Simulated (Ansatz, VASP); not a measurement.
**One calculation of Zn, two programs**

```xyz
2
Lattice="2.6556 0.0000 0.0000 -1.3278 2.2998 0.0000 0.0000 0.0000 4.9625" Properties=species:S:1:pos:R:3 pbc="T T T"
Zn    0.0000    1.5332    1.2406
Zn    1.3278    0.7666    3.7218
```

Alike in both runs: task single point; functional PBE; k mesh 14 × 14 × 7; occupations gaussian, width 0.01 eV; no spin polarisation.

```csv
,VASP,Ansatz
version,VASP 6.6.1,Ansatz 0.2.0
potentials or method,"VASP PAW PBE potentials, release 64 (Zn)","plane waves (420 eV) with PAW, scalar-relativistic"
plane-wave cutoff (eV),520,420
valence electrons in the cell,24,24
```

|  | VASP | Ansatz | Ansatz less VASP |
| --- | --- | --- | --- |
| pressure (GPa) | 0.4 | 0.1 | -0.34 |
| largest component of the traceless stress (GPa) | 1.61 | 1.43 | -0.187 |

The functional is the same, so the differences come from potentials, cutoffs and numerics.
